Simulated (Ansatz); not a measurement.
Crystal: ZrSe2.

```
Zr Se
1.0
     3.79800    0.00000    0.00000
    -1.89900    3.28916    0.00000
     0.00000    0.00000    6.19200
Zr Se
1 2
Cartesian
  0.0000 0.0000 0.0000
  1.8990 1.0964 4.6440
  0.0000 2.1928 1.5480
```

Program: Ansatz 0.2.0. Alike in all runs: potentials or basis Ansatz PAW; cell as given.

Question: Order these runs on this cell by their band gap on the k mesh, lowest first.
A. level r2SCAN; spin off; k mesh 8 × 8 × 5; cutoff (eV) 500; smearing fermi-dirac 0.05 eV; points for each segment of the path 14
B. level PBE; spin SOC, no magnetisation; k mesh 6 × 6 × 4; cutoff (eV) 420; smearing fermi-dirac 0.05 eV; points for each segment of the path 14
C. level PBE; spin off; k mesh 8 × 8 × 5; cutoff (eV) 420; smearing gaussian 0.012 eV

Answer: B (0.24 eV), C (0.41 eV), A (0.71 eV).

Caveats: odd divisions of the mesh miss points on the zone boundary, where band edges often lie, so the gap on the mesh can be too wide (some runs).

A k mesh can miss the band edges.
